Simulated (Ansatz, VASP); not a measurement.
# AlN: VASP beside Ansatz

```
Al N
1.0
     0.00000    2.11981    1.95127
     2.11981    0.00000    1.95127
     2.11981    2.11981    0.00000
Al N
1 1
Direct
  0.00000 0.00000 0.00000
  0.50000 0.50000 0.50000
```

Change from the starting cell: epitaxial_xy strain +5.0%.

Alike in both runs: task single point; functional r2SCAN; k mesh 10 × 10 × 10; no spin polarisation.

```csv
,VASP,Ansatz
version,VASP 6.6.1,Ansatz 0.2.0
potentials or method,"VASP PAW PBE potentials, release 64 (Al, N)","plane waves, PAW"
plane-wave cutoff (eV),520,500
occupations,"gaussian, width 0.01 eV",fixed
valence electrons in the cell,8,8
```

|  | VASP | Ansatz | Ansatz less VASP |
| --- | --- | --- | --- |
| gap on the k mesh at the Fermi level (eV) | 4.37 | 4.37 | -0.001 |
| pressure (GPa) | -13.1 | -12.4 | +0.71 |
| largest component of the traceless stress (GPa) | 12.61 | 12.34 | -0.267 |

Caveats: the PAW data sets were made with another functional, which shifts forces and pressure a little (VASP). A k mesh can miss the band edges.
